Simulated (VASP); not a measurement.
Set up this calculation in VASP 6.6.1, as the native input.

| Property | Result |
| --- | --- |
| Task | band structure |
| Functional | HSE06 |
| Potentials or basis | VASP PAW PBE potentials, release 64 (W_sv, S) |
| Cutoff | 520 eV |
| k mesh | 6 × 6 × 1 |
| Occupations | gaussian, width 0.02 eV |
| Spin | no spin polarisation |
| Ladder | gaps |
| Grid for exact exchange (PRECFOCK) | Fast |
| Screening parameter | 0.2 1/A |
| Further INCAR settings | ALGO = Normal; EDIFF = 1e-07 |

The system is WS2, a slab with vacuum.

```
CELL_PARAMETERS angstrom
3.18352 0.00000 0.00000
-1.59176 2.75701 0.00000
0.00000 0.00000 16.95058
ATOMIC_POSITIONS crystal
W 0.00000 0.00000 0.00000
S 0.33333 0.66667 0.09200
S 0.33333 0.66667 0.90800
```

The input as run:

POSCAR

```
WS2
1.0
    3.1835163552      0.0000000000      0.0000000000
   -1.5917581776      2.7570060369      0.0000000000
    0.0000000000      0.0000000000     16.9505778900
W S
1 2
Direct
    0.0000000000      0.0000000000      0.0000000000
    0.3333333333      0.6666666667      0.0920005100
    0.3333333333      0.6666666667      0.9079994900
```

INCAR.step1

```
SYSTEM = WS2
PREC = Accurate
ENCUT = 520
EDIFF = 1E-5
ISMEAR = 0
SIGMA = 0.02
LREAL = .FALSE.
LASPH = .TRUE.
NELM = 60
ALGO = Normal
ISIF = 2
LWAVE = .TRUE.
LCHARG = .FALSE.
LMAXMIX = 4
GGA = PE
KPAR = 4
```

INCAR.step2

```
SYSTEM = WS2
PREC = Accurate
ENCUT = 520
EDIFF = 1E-7
ISMEAR = 0
SIGMA = 0.02
LREAL = .FALSE.
LASPH = .TRUE.
NELM = 60
ALGO = Normal
ISIF = 2
LWAVE = .FALSE.
LCHARG = .FALSE.
LMAXMIX = 4
GGA = PE
LHFCALC = .TRUE.
HFSCREEN = 0.2
PRECFOCK = Fast
ISTART = 1
KPAR = 4
```

KPOINTS

```
regular mesh
0
G
  6 6 1
  0 0 0
```

KPOINTS_OPT

```
path GMKGALHA,LM,KH
8
line-mode
reciprocal
 0.0000000000  0.0000000000  0.0000000000  G
 0.5000000000  0.0000000000  0.0000000000  M

 0.5000000000  0.0000000000  0.0000000000  M
 0.3333333333  0.3333333333  0.0000000000  K

 0.3333333333  0.3333333333  0.0000000000  K
 0.0000000000  0.0000000000  0.0000000000  G

 0.0000000000  0.0000000000  0.0000000000  G
 0.0000000000  0.0000000000  0.5000000000  A

 0.0000000000  0.0000000000  0.5000000000  A
 0.5000000000  0.0000000000  0.5000000000  L

 0.5000000000  0.0000000000  0.5000000000  L
 0.3333333333  0.3333333333  0.5000000000  H

 0.3333333333  0.3333333333  0.5000000000  H
 0.0000000000  0.0000000000  0.5000000000  A

 0.5000000000  0.0000000000  0.5000000000  L
 0.5000000000  0.0000000000  0.0000000000  M

 0.3333333333  0.3333333333  0.0000000000  K
 0.3333333333  0.3333333333  0.5000000000  H
```

Potentials or basis: VASP PAW PBE potentials, release 64 (W_sv, S).

Command:

```bash
$ cat potpaw_PBE.64/W_sv/POTCAR potpaw_PBE.64/S/POTCAR > POTCAR
$ cp INCAR.step1 INCAR
$ mpirun -np 4 vasp_std > vasp.out
$ cp INCAR.step2 INCAR
$ mpirun -np 4 vasp_std > vasp.out
```

Results of the run:

```json
{"Largest force": "0.278 eV/Å", "Band gap on the k mesh": "2.29 eV, direct", "Band gap along the path": "2.29 eV, direct"}
```

Caveat: the PAW data sets were made with another functional, which shifts forces and pressure a little; spin-orbit coupling is left out, which moves the levels of the heavy elements.

It took 13 min on 4 MPI ranks on AMD EPYC 9R14 (Zen 4), on a shared host, peak memory 0.38 GiB a rank.
